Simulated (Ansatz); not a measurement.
A relaxation of cell and atoms of a 2-atom cell of CdS (F-43m) from a materials database with the PAW code Ansatz, at the level r2SCAN. It starts from the PBE minimum.

```yaml
crystal:
  lattice:
    - [0.0, 2.9628947234, 2.9628947234]
    - [2.9628947234, 0.0, 2.9628947234]
    - [2.9628947234, 2.9628947234, 0.0]
  atoms:
    - { symbol: Cd, position: [0.0, 0.0, 0.0] }
    - { symbol: S, position: [0.25, 0.25, 0.25] }
kpoints:
  mp_grid: { grid: [6, 6, 6] }
hamiltonian:
  xc: r2scan
scf:
  occupations: { method: fermi_dirac, width: 0.02 }
relax:
  f_tol: 0.005
  cell: {}
```

In the abridged output below, numbers in square brackets stand for lines, or ends of lines, that were taken out.
```
Functional definition: r2SCAN
Crystal: 2 atoms, lattice volume = 52.021 Å³
[1]
[2]
Symmetry: 24 space group operations
Space group: F-43m (ITA 216)
k-points: 16 of 216 (time reversal used)
preconditioner: auto → none  [insulator: Δε(μ)=1.462 eV  σ=0.020 eV  ℏωp=21.8 eV]
relax step 1: F+E_penalty+E_count = -9175.60316846 eV  P = -1.391 GPa  Ω = 52.021 Å³
--- Relaxed structure (3 steps of the walk, 3 accepted, 1 SCFs on fresh bases) ---
[3]
```

Task: What stood in the gaps? They hold the relaxed structure, cutoff and plane waves at Γ, the band count.

Result:
```
[1]
Basis set: ecut = 500 eV, 1363 PW (Γ)
[2]
Bands: 17, of which v1, the nominal top of the filled ones, is band 13 counted from 1 (12 counted from 0)
[3]
  F+E_penalty+E_count = -9175.60870085 eV
  cell:  # Å, volume = 50.7833 Å³
    - [0.000000, 2.939209, 2.939209]
    - [2.939209, 0.000000, 2.939209]
    - [2.939209, 2.939209, 0.000000]
  atoms:
    - { symbol: Cd, position: [0.000000, 0.000000, 0.000000] }
    - { symbol: S, position: [0.250000, 0.250000, 0.250000] }
```
Only the leading digits can be foreseen; the rest is this run's record.

Run as `ansatz run input.yaml --threads 2 --pin off --max-ram 20275MiB --backend cpu --events-out ev --progress --plain --runs-dir out`. It took 4.5 s on 2 threads of AMD EPYC 7R13 Processor (Zen 3), with other jobs on the host, load about 2.1 per core; peak host memory 0.67 GiB.

No spin polarisation and no zero-point or thermal motion.

The runs are scalar-relativistic, without spin-orbit coupling.
